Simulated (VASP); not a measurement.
Ir:

```
Ir
1.0
     2.07112   -3.51017    0.00000
     2.07112    3.51017    0.00000
     0.00000    0.00000    4.14776
Ir
4
Direct
  0.15250 0.84750 0.07850
  0.65250 0.34750 0.42150
  0.84750 0.15250 0.92150
  0.34750 0.65250 0.57850
```

The cell was built by a generator and needn't be a form met in nature.

| Property | Result |
| --- | --- |
| Program | VASP 6.6.1 |
| Task | relaxation of cell and atoms |
| Functional | PBEsol |
| Potentials or basis | VASP PAW PBE potentials, release 64 (Ir) |
| Cutoff | 600 eV |
| k mesh | 6 × 6 × 4 |
| Occupations | gaussian, width 0.1 eV |
| Spin | no spin polarisation |

At the start: pressure 45.6 GPa; volume 15.08 Å³/atom.

Task: Where does the relaxation end?

Result: Over 44 steps the energy falls by 537.5 meV/atom and the volume is 15.56 Å³/atom (+3.2 %); space group I4/mmm (No. 139, to 0.05 Å).

Step by step:
```csv
step,energy change (eV),largest force (eV/Å),pressure (GPa),volume (Å³)
1,0.0000,0.8292,45.57,60.31
3,-1.0046,0.4329,-8.13,70.04
5,-1.0537,0.4368,-0.64,68.08
7,-1.1156,0.2783,0.06,67.85
9,-1.1293,0.2976,-0.36,67.90
11,-1.1394,0.0953,0.58,67.58
13,-1.1648,0.0622,-1.74,67.79
15,-1.4363,0.4378,-13.70,68.36
17,-1.5381,0.3098,-17.37,68.42
19,-1.5755,0.1764,-19.12,68.42
21,-1.5773,0.1667,-19.25,68.42
23,-1.5827,0.1282,-19.81,68.42
25,-1.5843,0.1044,-20.19,68.42
27,-1.5992,0.1105,-19.92,68.32
29,-1.6636,0.1402,-18.64,67.83
31,-1.8724,0.3093,-12.85,65.89
33,-1.9985,0.7274,-1.82,63.10
35,-2.0559,0.5099,-1.49,62.91
37,-2.1031,0.8143,2.05,61.97
39,-2.1422,0.2586,0.02,62.35
41,-2.1488,0.0809,-0.28,62.36
43,-2.1498,0.0483,0.62,62.18
44,-2.1502,0.0263,0.30,62.24
```

Final structure:
```cif
data_structure
_symmetry_space_group_name_H-M 'P 1'
_symmetry_Int_Tables_number 1
_cell_length_a 4.6633
_cell_length_b 4.6633
_cell_length_c 3.8180
_cell_angle_alpha 90.000
_cell_angle_beta 90.000
_cell_angle_gamma 131.445
_cell_volume 62.24
loop_
_atom_site_label
_atom_site_type_symbol
_atom_site_fract_x
_atom_site_fract_y
_atom_site_fract_z
_atom_site_occupancy
Ir1 Ir 0.14405 0.85595 0.99965 1
Ir2 Ir 0.64405 0.35595 0.50035 1
Ir3 Ir 0.85595 0.14405 0.00035 1
Ir4 Ir 0.35595 0.64405 0.49965 1
```

Caveat: the k mesh is coarse (spacing up to 0.38 Å⁻¹), so the values aren't converged; the PAW data sets were made with another functional, which shifts forces and pressure a little.
